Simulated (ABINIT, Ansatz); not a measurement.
# KBr (Fm-3m): G0W0 with ABINIT, start to end, part 2 of 2

Aim: the G0W0 gap of KBr (Fm-3m) on PBE, step by step.

ABINIT 10.8.3; PBE and many-body steps on it, plane waves. Known limits of the many-body steps: not at the basis limit; no spin-orbit coupling.

So far. Step 2 (Ground state): The gap is direct, at Γ. Step 3 (Bands along the symmetry lines): The gap is 4.436 eV, as in the run before at this level.

**4. Empty states on the mesh, 4×4×4 mesh, 1321 bands**

Level of this step: DFT, PBE, plane waves, norm-conserving pseudopotentials (ABINIT).

The sums over transitions need many empty states on a uniform mesh; this step solves for them.

Contents of run.abi:

```
acell 3*1.0 Angstrom
rprim 
  0.000000000000 3.300000000000 3.300000000000
  3.300000000000 0.000000000000 3.300000000000
  3.300000000000 3.300000000000 0.000000000000
ntypat 2
znucl 19 35
natom 2
typat 1 2
xred 
  0.000000000000 0.000000000000 0.000000000000
  0.500000000000 0.500000000000 0.500000000000
pp_dirpath "pseudos"
pseudos "K.upf, Br.upf"
ecut 33
ngkpt 4 4 4
nshiftk 1
shiftk 0 0 0
kptopt 1
chksymbreak 0
irdden 1
istwfk *1
nband 1321
prtvol 0
optdriver 6
gwr_task "HDIAGO"
paral_kgb 0
occopt 1
indata_prefix "in"
outdata_prefix "out"
tmpdata_prefix "tmp"
```

The run is started by

```sh
$ OMP_NUM_THREADS=1 mpirun -n 4 abinit run.abi > log
```

Numbers of over 12 decimals in the logs are rounded to 6 here.

Output:

```text
[banner, memory and clock lines left out]
.Version 10.8.3 of ABINIT. v10.8.2 released Aug 2026.

 Symmetries : space group Fm -3 m (#225); Bravais cF (face-center cubic)
[... echo of the input left out ...]
== DATASET  1 ==================================================================
-   mpi_nproc: 4, omp_nthreads: 1 (-1 if OMP is not activated)

--- !DatasetInfo
iteration_state: {dtset: 1, }
dimensions: {natom: 2, nkpt: 8, mband: 1321, nsppol: 1, nspinor: 1, nspden: 1, mpw: 4477, }
cutoff_energies: {ecut:  33.0, pawecutdg:  -1.0, }
electrons: {nelect:   1.60000000E+01, charge:   0.00000000E+00, occopt:   1.00000000E+00, tsmear:   1.00000000E-02, }

.Using double precision arithmetic; gwpc =  8

- Reading GS density from: in_DEN

--- Pseudopotential description ------------------------------------------------
- K Generated using ONCVPSP code by D. R. Hamann
- 19.00000   9.00000  171031                  znucl, zion, pspdat
12 -101130 2 -1 2222                          pspcod,pspxc,lmax,lloc,mmax
     nproj     2     2     2
  pspatm : epsatm=    8.42413758
         --- l  ekb(1:nproj) -->
             0   10.871123    0.806704
             1    4.379001    0.553647
             2   -3.405842   -1.029115
 pspatm: atomic psp has been read  and splines computed

- Br Generated using ONCVPSP code by D. R. Hamann
- 35.00000   7.00000  171031                  znucl, zion, pspdat
12 -101130 2 -1 1098                          pspcod,pspxc,lmax,lloc,mmax
     nproj     2     2     2
  pspatm : epsatm=   11.64859065
         --- l  ekb(1:nproj) -->
             0    8.455549    0.878460
             1    5.292495    0.880691
             2    2.589748    0.385882
 pspatm: atomic psp has been read  and splines computed

   3.21163652E+02                                ecore*ucvol(ha*bohr**3)

 Total charge density [el/Bohr^3]
)     Maximum=    5.5720E-01  at reduced coord.    0.0833    0.9167    0.9583
)     Minimum=    7.1972E-04  at reduced coord.    0.5000    0.5000    0.5000
   Integrated=    1.6000E+01

 === KS gaps after direct diagonalization ===
 Direct band gap semiconductor
 Fundamental gap:     4.436 (eV)
   VBM:    -0.010 (eV) at k: [ 0.0000E+00,  0.0000E+00,  0.0000E+00]
   CBM:     4.426 (eV) at k: [ 0.0000E+00,  0.0000E+00,  0.0000E+00]
 Direct gap:         4.436 (eV) at k: [ 0.0000E+00,  0.0000E+00,  0.0000E+00]

== END DATASET(S) ==============================================================

 -outvars: echo values of variables after computation  --------
           etotal      0.0000000000E+00
            nband        1321
             nkpt           8
          spgroup         225
 [... the other variables as echoed above ...]

 Calculation completed.
```

It took 2.4 min on 4 MPI ranks of Arm Neoverse V2, shared host; peak memory 4.7 GiB.

This step gave:

| Property | Result |
| --- | --- |
| gap | 4.436 eV |
| k of the valence top | 0, 0, 0 |
| k of the conduction bottom | 0, 0, 0 |
| least direct gap | 4.436 eV |
| k points computed | 8 |
| lowest point of the top converged band, above the valence top | 391.2522 eV |

On this mesh the gap is 4.436 eV.

**5. Screening, 4×4×4 mesh, 540 bands, screening to 283 eV**

The RPA dielectric matrix is built and inverted for each q.

This step: RPA screening on PBE, plane waves, norm-conserving pseudopotentials.

Edit run.abi of step 4 so:

```diff
@@ -20,10 +20,11 @@
 chksymbreak 0
-irdden 1
 istwfk *1
-nband 1321
-prtvol 0
-optdriver 6
-gwr_task "HDIAGO"
-paral_kgb 0
 occopt 1
+irdwfk 1
+optdriver 3
+nband 540
+ecuteps 10.4
+inclvkb 2
+awtr 1
+symchi 1
 indata_prefix "in"
```

Output:

```text
.Version 10.8.3 of ABINIT. v10.8.2 released Aug 2026.

 Symmetries : space group Fm -3 m (#225); Bravais cF (face-center cubic)
[... echo of the input left out ...]
== DATASET  1 ==================================================================
-   mpi_nproc: 4, omp_nthreads: 1 (-1 if OMP is not activated)

--- !DatasetInfo
iteration_state: {dtset: 1, }
dimensions: {natom: 2, nkpt: 8, mband: 540, nsppol: 1, nspinor: 1, nspden: 1, mpw: 4477, }
cutoff_energies: {ecut:  33.0, pawecutdg:  -1.0, }
electrons: {nelect:   1.60000000E+01, charge:   0.00000000E+00, occopt:   1.00000000E+00, tsmear:   1.00000000E-02, }

 SCREENING: Calculation of the susceptibility and dielectric matrices

 Based on a program developped by R.W. Godby, V. Olevano, G. Onida, and L. Reining.
 Incorporated in ABINIT by V. Olevano, G.-M. Rignanese, and M. Torrent.
.Using double precision arithmetic ; gwpc =  8

[... cell and pseudopotentials left out ...]
--------------------------------------------------------------------------------

 ==== K-mesh for the wavefunctions ====
 Number of points in the irreducible wedge :     8
[... list of points left out ...]
 Together with 48 symmetry operations and time-reversal symmetry
 yields    64 points in the full Brillouin Zone.

 ==== Q-mesh for the screening function ====
 Number of points in the irreducible wedge :     8
[... list of points left out ...]
 Together with 48 symmetry operations and time-reversal symmetry
 yields    64 points in the full Brillouin Zone.

 setmesh: FFT mesh size selected  =    36x   36x   36
          total number of points  =        46656

 vcoul_init : cutoff-mode = AUXILIARY_FUNCTION
 q-points for optical limit:   1
     1)      0.000010    0.000020    0.000030

- screening: taking advantage of time-reversal symmetry
- Maximum band index for partially occupied states nbvw = 8
- Remaining bands to be divided among processors   nbcw = 532
- Number of bands treated by each node ~133

 Number of electrons calculated from density =   16.0000; Expected =   16.0000
 average of density, n =  0.032988
 r_s =    1.9343
 omega_plasma =   17.5199 [eV]

 calculating chi0 at frequencies [eV] :
  1    0.000000E+00    0.000000E+00
  2    0.000000E+00    1.751989E+01

--------------------------------------------------------------------------------
  q-point number  1        q = ( 0.000000, 0.000000, 0.000000) [r.l.u.]
--------------------------------------------------------------------------------
[... chi0 elements left out ...]
 For q-point:  0.000010 0.000020 0.000030
  dielectric constant =   2.3738
  dielectric constant without local fields =   2.8543

  Average fulfillment of the sum rule on Im[epsilon] for q-point    1 :     92.56  [%]
[... wings left out ...]
  q-point number  2        q = ( 0.250000, 0.000000, 0.000000) [r.l.u.]
--------------------------------------------------------------------------------
[... chi0 elements left out ...]
  Average fulfillment of the sum rule on Im[epsilon] for q-point    2 :     94.07  [%]

 [... 6 further q-points ...]
```

Elapsed: 7.5 min, on 4 MPI ranks; peak memory 4.1 GiB.

Numbers from this step:

```yaml
eps_infinity_with_local_fields_on_this_mesh_along_the_program_s_q_direction: 2.374
the_same_without_local_fields: 2.854
plasma_frequency: 17.52 eV
plane_waves_in_the_screening_matrix: 749
```

Local fields lower ε∞ by 17 %.

**6. Self-energy, 4×4×4 mesh, 540 bands, screening to 283 eV**

The self-energy is evaluated for the states that the input lists, and the levels follow from it, in one-shot runs by the linearised quasiparticle equation.

This step: G0W0 on PBE, plane waves, norm-conserving pseudopotentials.

Edit run.abi of step 5 so:

```diff
@@ -23,8 +23,15 @@
 irdwfk 1
-optdriver 3
+optdriver 4
 nband 540
+gwcalctyp 0
+ecutsigx 33
+symsigma 1
+nkptgw 1
+kptgw 
+  0.0000000000 0.0000000000 0.0000000000
+bdgw 
+  6 12
 ecuteps 10.4
-inclvkb 2
-awtr 1
-symchi 1
+irdscr 1
+ppmodel 1
 indata_prefix "in"
```

Output:

```text
.Version 10.8.3 of ABINIT. v10.8.2 released Aug 2026.

 Symmetries : space group Fm -3 m (#225); Bravais cF (face-center cubic)
[... echo of the input left out ...]
== DATASET  1 ==================================================================
-   mpi_nproc: 4, omp_nthreads: 1 (-1 if OMP is not activated)

--- !DatasetInfo
iteration_state: {dtset: 1, }
dimensions: {natom: 2, nkpt: 8, mband: 540, nsppol: 1, nspinor: 1, nspden: 1, mpw: 4477, }
cutoff_energies: {ecut:  33.0, pawecutdg:  -1.0, }
electrons: {nelect:   1.60000000E+01, charge:   0.00000000E+00, occopt:   1.00000000E+00, tsmear:   1.00000000E-02, }

 SIGMA: Calculation of the GW corrections

 Based on a program developped by R.W. Godby, V. Olevano, G. Onida, and L. Reining.
 Incorporated in ABINIT by V. Olevano, G.-M. Rignanese, and M. Torrent.
.Using double precision arithmetic ; gwpc =  8

[... cell and pseudopotentials left out ...]
--------------------------------------------------------------------------------

 ==== K-mesh for the wavefunctions ====
 Number of points in the irreducible wedge :     8
[... list of points left out ...]
 Together with 48 symmetry operations and time-reversal symmetry
 yields    64 points in the full Brillouin Zone.

 ==== Q-mesh for screening function ====
 Number of points in the irreducible wedge :     8
[... list of points left out ...]
 Together with 48 symmetry operations and time-reversal symmetry
 yields    64 points in the full Brillouin Zone.

 vcoul_init : cutoff-mode = AUXILIARY_FUNCTION
 q-points for optical limit:   1
     1)      0.000010    0.000020    0.000030
 setmesh: FFT mesh size selected  =    45x   45x   45
          total number of points  =        91125

 Number of electrons calculated from density =   16.0000; Expected =   16.0000
 average of density, n =  0.032988
 r_s =    1.9343
 omega_plasma =   17.5199 [eV]

 === KS Band Gaps ===
  >>>> For spin  1
   Minimum direct gap =   4.4359 [eV], located at k-point      :   0.0000  0.0000  0.0000
   Fundamental gap    =   4.4359 [eV], Top of valence bands at :   0.0000  0.0000  0.0000
                                       Bottom of conduction at :   0.0000  0.0000  0.0000
 SIGMA fundamental parameters:
 PLASMON POLE MODEL  1
 number of plane-waves for SigmaX                 4477
 number of plane-waves for SigmaC and W            749
 number of plane-waves for wavefunctions          4477
 number of bands                                   540
 number of independent spin polarizations            1
 number of spinorial components                      1
 number of k-points in IBZ                           8
 number of q-points in IBZ                           8
 number of symmetry operations                      48
 number of k-points in BZ                           64
 number of q-points in BZ                           64
 number of frequencies for dSigma/dE                 9
 frequency step for dSigma/dE [eV]                0.25
 number of omega for Sigma on real axis              0
 max omega for Sigma on real axis  [eV]           0.00
 zcut for avoiding poles [eV]                     0.10

 EPSILON^-1 parameters (SCR file):
 dimension of the eps^-1 matrix on file            749
 dimension of the eps^-1 matrix used               749
 number of plane-waves for wavefunctions          4477
 number of bands                                   540
 number of q-points in IBZ                           8
 number of frequencies                               2
 number of real frequencies                          1
 number of imag frequencies                          1

 matrix elements of self-energy operator (all in [eV])

 Perturbative Calculation

--- !SelfEnergy_ee
iteration_state: {dtset: 1, }
kpoint     : [   0.000,    0.000,    0.000, ]
spin       : 1
KS_gap     :    4.436
QP_gap     :    7.015
Delta_QP_KS:    2.579
data: !SigmaeeData |
     Band     E0 <VxcDFT>   SigX SigC(E0)      Z dSigC/dE  Sig(E)    E-E0       E
        6  -0.010 -12.760 -16.565   1.323   0.813  -0.230 -14.778  -2.018  -2.027
        7  -0.010 -12.760 -16.565   1.323   0.813  -0.230 -14.778  -2.018  -2.027
        8  -0.010 -12.760 -16.565   1.323   0.813  -0.230 -14.778  -2.018  -2.027
        9   4.426  -6.661  -3.089  -2.922   0.864  -0.157  -6.099   0.561   4.987
       10   7.598  -8.409  -3.762  -3.154   0.858  -0.165  -7.128   1.281   8.880
       11   7.598  -8.409  -3.762  -3.154   0.858  -0.165  -7.128   1.281   8.880
       12   7.598  -8.409  -3.762  -3.154   0.858  -0.165  -7.128   1.281   8.880

== END DATASET(S) ==============================================================
================================================================================

 -outvars: echo values of variables after computation  --------
           etotal      0.0000000000E+00
            nband         540
             nkpt           8
          spgroup         225
 [... the other variables as echoed above ...]

 Calculation completed.
```

The job ended after 2.9 min (4 MPI ranks; peak memory 4.9 GiB).

Numbers from this step:

```
G0W0 gap on the points computed              : 7.014 eV
starting gap on the mesh                     : 4.436 eV
k of the valence top                         : 0, 0, 0
k of the conduction bottom                   : 0, 0, 0
Z at the valence top                         : 0.813
Z at the conduction bottom                   : 0.864
least direct G0W0 gap on the computed points : 7.014 eV
```

The gap on the mesh goes from 4.44 eV to 7.01 eV, a correction of +2.58 eV.

Limits: finite bands, cutoff and mesh; no spin-orbit coupling. v1 is the top filled band, c1 the lowest empty one. Levels before and after the correction, in eV, zero at the valence-band top of each column:

```
           conduction bottom  valence top
Kohn-Sham               4.44         0.00
     G0W0               7.01         0.00
```

```
             level  energy (eV)
Kohn-Sham  Γ v3-v1        0.000
Kohn-Sham     Γ c1        4.436
Kohn-Sham  Γ c2-c4        7.608
     G0W0  Γ v3-v1        0.000
     G0W0     Γ c1        7.014
     G0W0  Γ c2-c4       10.907
```

**7. Where the time went**

Times are wall times on 4 MPI ranks of Arm Neoverse V2, shared host, good to a factor of about two.

```
                          step     time  share  memory (GiB)
                  ground state      9 s    1 %          0.34
bands along the symmetry lines     19 s    2 %          0.31
      empty states on the mesh  2.4 min   18 %           4.7
                     screening  7.5 min   56 %           4.1
                   self-energy  2.9 min   22 %           4.9
```

**8. Summary of results**

| Property | Result |
| --- | --- |
| PBE gap | 4.44 eV, direct |
| G0W0 gap on the mesh | 7.01 eV |
| GW settings | 4×4×4 mesh, 540 bands, screening to 283 eV, Godby-Needs plasmon pole |
| known limits | not at the basis limit; no spin-orbit coupling |

What this shows: G0W0 moves the gap on the mesh from 4.44 eV to 7.01 eV (+2.58 eV), with Z of 0.81 and 0.86 at the edges. Local fields lower the RPA ε∞ on this mesh from 2.85 to 2.37. Only 1 of the mesh's irreducible points was corrected, so a valley elsewhere could overtake. The dearest step here is «screening». Bands and cutoff are finite, so the gap is not at the basis limit. The miss can reach some tenths of an eV and take either sign; the mesh is an error of its own. In the G0W0 run levels were corrected at 1 k point alone, so a gap called «on the mesh» is the least over those, and an edge elsewhere would be missed. The many-body steps are scalar-relativistic: spin-orbit coupling is not in them.

[Paths, hosts, dates, memory and timing lines, banners, echoed tables and standing remarks are left out of the program output.]

[Logs are printed without paths, hosts, clocks, repeated set-up lines and the standing remarks that a program may print on its own settings, such as how far it seeks lower states.]

[Runs of the session that timed out or met a known fault of the program may be left out.]

[Hosts, paths, dates, database ids (printed as entryN), source tags and the programs' standing remarks are cut or masked in the printed files.]

[G0W0 gaps are taken among the corrected bands and points alone; a level outside them can change the order at an edge.]

[Where Ansatz stands beside ABINIT at settings called matched, ABINIT's density can come from a denser mesh and the files from another edition; pairs whose starting gaps differed by over 0.03 eV were left out, so agreement reads better than it is.]
